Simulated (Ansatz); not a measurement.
An Ansatz (a first-principles code) run. Input:

Ansatz 0.2 input:
```yaml
crystal:
  lattice:
    - [2.1444086701, 1.238074923, 10.3771138644]
    - [-2.1444086701, 1.238074923, 10.3771138644]
    - [0.0, -2.4761498459, 10.3771138644]
  atoms:
    - { symbol: Sb, position: [0.3968772156, 0.3968772156, 0.3968772156] }
    - { symbol: Sb, position: [0.6031227844, 0.6031227844, 0.6031227844] }
    - { symbol: Te, position: [0.7846291979, 0.7846291979, 0.7846291979] }
    - { symbol: Te, position: [0.2153708021, 0.2153708021, 0.2153708021] }
    - { symbol: Te, position: [0.0, 0.0, 0.0] }
kpoints:
  mp_grid: { grid: [6, 6, 6] }
  band_path:
    path:
      - [[0.0, 0.0, 0.0], [0.5, 0.5, 0.5], [0.8238437, 0.1761563, 0.5]]  # Γ-T-H_2
      - [[0.5, -0.1761563, 0.1761563], [0.5, 0.0, 0.0], [0.0, 0.0, 0.0], [0.33807815, -0.33807815, 0.0]]  # H_0-L-Γ-S_0
      - [[0.66192185, 0.0, 0.33807815], [0.5, 0.0, 0.5], [0.0, 0.0, 0.0]]  # S_2-F-Γ
      - [VBM, CBM]
    npoints: 10
hamiltonian:
  xc: r2scan
  dispersion: d4
  pseudopotentials: { kind: paw }
magnetization: { noncollinear: true, spin_orbit: true }
scf:
  n_extra_bands: 12
  convergence: { dr2_threshold: 0.0000000001 }
  occupations: { method: gaussian, width: 0.01 }
checkpoint: { write: soc.run }
output: { eigenvalues: true }
```

Output (shortened):

```
basis.fft_grid_basis auto: the FFT boxes are laid along the combinations [[1, 0, -1], [0, 1, -1], [0, 0, 1]] of the cell's own vectors, 4.289, 4.289 and 10.668 …
Pseudopotential: Sb, paw_fr, valence charge 15
Pseudopotential: Te, paw_fr, valence charge 16
Functional definition: r2SCAN
non-collinear run that drives no moment, with spin-orbit …
Crystal: 5 atoms, lattice volume = 165.304 Å³
Basis set: ecut = 500 eV, 4207 PW (Γ), FFT grids on a1−a3, a2−a3, a3, exchange–correlation on 128×128×320 points (64 copies of the dense FFT grid, shifted against one another)
Bands: 90, of which v1, the nominal top of the filled ones, is band 78 counted from 1 (77 counted from 0)
Symmetry: 12 space group operations + 12 with time reversal
k-points: 32 of 216
Projection manifold: j_resolved (fully-relativistic pseudo-atomic orbitals)
iter 1 solved again at ethr=6.86e-4 eV; its pass at ethr=3.10e-3 eV (dr2=5.35e-1 eV) is discarded
SCF iter   1: F=—  HF=-33928.335157 eV  |F-HF|=—  |Δ(HF+E_count)|=         —  Δρ=1.55e-2  dr2=5.33e-1  dr2_τ=1.22e-3  dr2_m=0.00e0 (ungated)  ethr=6.86e-4  |M|=0.00e0 ∫|m|=0.00e0 μB  |m|>n=0.0e0 m-floor=0.0e0 τ_xc=0.0e0  β_m=0.30  ⟨swp⟩=1.8  Hψ=8552  notcnv=0
preconditioner: auto → Resta (q_TF=auto, 2.407 Å⁻¹)
spin=Noncollinear: Resta preconditioning applied to the charge; magnetization (m_x, m_y, m_z) channels mix plain (no charge-response kernel on spin).
SCF iter   2: F=—  HF=-33928.372640 eV  |F-HF|=—  |Δ(HF+E_count)|=   3.75e-2  Δρ=1.18e-2  dr2=2.78e-1  dr2_τ=4.12e-4  dr2_m=0.00e0 (ungated)  ethr=6.84e-4  |M|=0.00e0 ∫|m|=0.00e0 μB  |m|>n=0.0e0 m-floor=0.0e0 τ_xc=0.0e0  β_m=0.65  ⟨swp⟩=2.3  Hψ=1641  notcnv=0
SCF iter   3: F=—  HF=-33928.389657 eV  |F-HF|=—  |Δ(HF+E_count)|=   1.70e-2  Δρ=1.83e-3  dr2=6.67e-3  dr2_τ=3.37e-5  dr2_m=0.00e0 (ungated)  ethr=3.56e-4  |M|=0.00e0 ∫|m|=0.00e0 μB  |m|>n=0.0e0 m-floor=0.0e0 τ_xc=0.0e0  β_m=0.75  ⟨swp⟩=3.1  Hψ=2166  notcnv=0
SCF iter   4: F=—  HF=-33928.391688 eV  |F-HF|=—  |Δ(HF+E_count)|=   2.03e-3  Δρ=6.14e-4  dr2=1.93e-3  dr2_τ=3.67e-6  dr2_m=0.00e0 (ungated)  ethr=8.55e-6  |M|=0.00e0 ∫|m|=0.00e0 μB  |m|>n=0.0e0 m-floor=0.0e0 τ_xc=0.0e0  β_m=0.77  ⟨swp⟩=3.0  Hψ=2256  notcnv=0
SCF iter   5: F=—  HF=-33928.391754 eV  |F-HF|=—  |Δ(HF+E_count)|=   6.68e-5  Δρ=1.99e-4  dr2=3.31e-4  dr2_τ=6.55e-7  dr2_m=0.00e0 (ungated)  ethr=2.47e-6  |M|=0.00e0 ∫|m|=0.00e0 μB  |m|>n=0.0e0 m-floor=0.0e0 τ_xc=0.0e0  β_m=0.75  ⟨swp⟩=3.1  Hψ=2008  notcnv=0
SCF iter   6: F=—  HF=-33928.391762 eV  |F-HF|=—  |Δ(HF+E_count)|=   7.42e-6  Δρ=7.36e-5  dr2=1.56e-5  dr2_τ=4.32e-8  dr2_m=0.00e0 (ungated)  ethr=4.24e-7  |M|=0.00e0 ∫|m|=0.00e0 μB  |m|>n=0.0e0 m-floor=0.0e0 τ_xc=0.0e0  β_m=0.87  ⟨swp⟩=1.9  Hψ=1522  notcnv=0
SCF iter   7: F=—  HF=-33928.391763 eV  |F-HF|=—  |Δ(HF+E_count)|=   1.05e-6  Δρ=2.29e-5  dr2=1.04e-6  dr2_τ=9.95e-9  dr2_m=0.00e0 (ungated)  ethr=2.00e-8  |M|=0.00e0 ∫|m|=0.00e0 μB  |m|>n=0.0e0 m-floor=0.0e0 τ_xc=0.0e0  β_m=0.87  ⟨swp⟩=2.0  Hψ=1888  notcnv=0
SCF iter   8: F=—  HF=-33928.391789 eV  |F-HF|=—  |Δ(HF+E_count)|=   2.64e-5  Δρ=6.02e-6  dr2=8.93e-8  dr2_τ=3.39e-10  dr2_m=0.00e0 (ungated)  ethr=1.34e-9  |M|=0.00e0 ∫|m|=0.00e0 μB  |m|>n=0.0e0 m-floor=0.0e0 τ_xc=0.0e0  β_m=0.94  ⟨swp⟩=2.0  Hψ=2688  notcnv=0…
SCF iter  11: F=-33928.391789 eV  HF=-33928.391789 eV  |F-HF|=2.18e-11  |Δ(HF+E_count)|=  8.73e-11  Δρ=1.21e-7  dr2=3.52e-11  dr2_τ=1.72e-13  dr2_m=0.00e0 (ungated)  ethr=1.00e-12  |M|=0.00e0 ∫|m|=0.00e0 μB  |m|>n=0.0e0 m-floor=0.0e0 τ_xc=0.0e0  ⟨swp⟩=3.3  Hψ=3444  notcnv=0
SCF 1 converged in 11 iterations: F = -33928.391789 eV  dr2 = 3.52e-11
NSCF: frozen V_eff on 32 k-points
NSCF: frozen V_eff on 32 k-points
NSCF: frozen V_eff on 32 k-points
NSCF: frozen V_eff on 26 k-points
NSCF: frozen V_eff on 12 k-points
NSCF: frozen V_eff on 18 k-points
NSCF: frozen V_eff on 29 k-points
NSCF: frozen V_eff on 19 k-points
NSCF: frozen V_eff on 15 k-points
NSCF: frozen V_eff on 13 k-points
NSCF: frozen V_eff on 10 k-points
NSCF: frozen V_eff on 6 k-points
NSCF: frozen V_eff on 5 k-points
NSCF: frozen V_eff on 84 k-points
SCF converged after 11 iterations
Magnetization: |M| = 0.0000 μB,  M = (+0.0000, +0.0000, +0.0000) μB
Absolute magnetization: 0.0000 μB (∫|m|)
  site 0: m = (+0.0000, +0.0000, +0.0000) μB, |m| = 0.0000 μB  (R = 1.24 Å)
  site 1: m = (+0.0000, +0.0000, +0.0000) μB, |m| = 0.0000 μB  (R = 1.24 Å)
  site 2: m = (+0.0000, +0.0000, +0.0000) μB, |m| = 0.0000 μB  (R = 1.24 Å)
  site 3: m = (+0.0000, +0.0000, +0.0000) μB, |m| = 0.0000 μB  (R = 1.24 Å)
  site 4: m = (+0.0000, +0.0000, +0.0000) μB, |m| = 0.0000 μB  (R = 1.31 Å)
Free energy (F): -33928.391789 eV
Harris-Foulkes:  -33928.391789 eV  (|F-HF|=2.18e-11)
Internal energy: -33928.391789 eV  (E = F + TS)
E sigma→0 (E₀):  -33928.391789 eV
Fermi energy:    8.918580 eV
--- Per-component energies (eV) ---
  E_band       = -1211.803242
  E_kinetic    = 951.659041
  E_local      = -7353.009857  (includes V_loc(G=0)·N_el)
  E_nonlocal   = -204.968541
  E_hartree    = 4041.448800
  E_xc         = -599.934816
  E_vxc        = -539.910176  (∫ρ·V_xc dr)
  E_paw        = -23205.685566  (= ΣΔE_a)
  E_vpaw       = -2182.883435  (= ΣTr[D̂ρ^β])
  E_aug_tail   = -0.000112  (compensation charges beyond the density's cutoff)
  E_vtau       = 34.412512  (kinetic-family band-sum trace: ∫τ·v_τ [+ j·A + Jᵃ·Aᵃ] dr)
  E_ewald      = -7559.020496
  E_disp       = -0.808909  (pairwise vdW)
  E_core_change = 1.928667  (= ΣΔE_core)
  E_smearing   =  0.000000  (= −TS)
  E_closure    =  0.000000  (closes the sum)
  Σ components = -33928.391789   (vs F -33928.391789, Δ=0.00e0)
  [band-id]    e_kinetic+e_local+e_nonlocal+2·e_hartree+e_vxc+e_vpaw+e_augmentation_tail+e_vtau = -1211.802970   (vs E_band -1211.803242, Δ=2.73e-4)
--- Band table (eV; the first three rows and the last of 32) ---
  k-point 0: bands = ["-29.8404", "-29.8404", "-29.8399", "-29.8399", "-29.8324", "-29.8324", "-29.8311", "-29.8311", "-29.6726", "-29.6726", "-29.6415", "-29.6415", "-28.3770", "-28.3770", "-28.3766", "-28.3766", "-28.3711", "-28.3711", "-28.3691", …
  k-point 1: bands = ["-29.8402", "-29.8402", "-29.8398", "-29.8398", "-29.8322", "-29.8322", "-29.8311", "-29.8311", "-29.6726", "-29.6726", "-29.6413", "-29.6413", "-28.3767", "-28.3767", "-28.3764", "-28.3764", "-28.3710", "-28.3710", "-28.3693", …
  k-point 2: bands = ["-29.8398", "-29.8398", "-29.8395", "-29.8395", "-29.8319", "-29.8319", "-29.8312", "-29.8312", "-29.6726", "-29.6726", "-29.6410", "-29.6410", "-28.3761", "-28.3761", "-28.3759", "-28.3759", "-28.3708", "-28.3708", "-28.3696", …
  k-point 31: bands = ["-29.8404", "-29.8404", "-29.8399", "-29.8399", "-29.8324", "-29.8324", "-29.8311", "-29.8311", "-29.6726", "-29.6726", "-29.6415", "-29.6415", "-28.3770", "-28.3770", "-28.3766", "-28.3766", "-28.3711", "-28.3711", "-28.3691", …
```

Cost: roughly 15 core-minutes on shared cores.

Space group R-3m. The cell was relaxed with r²SCAN+D4 under the symmetry of its start.

Potentials: the later of the program's two PAW sets.

Ansatz is a plane-wave DFT program.
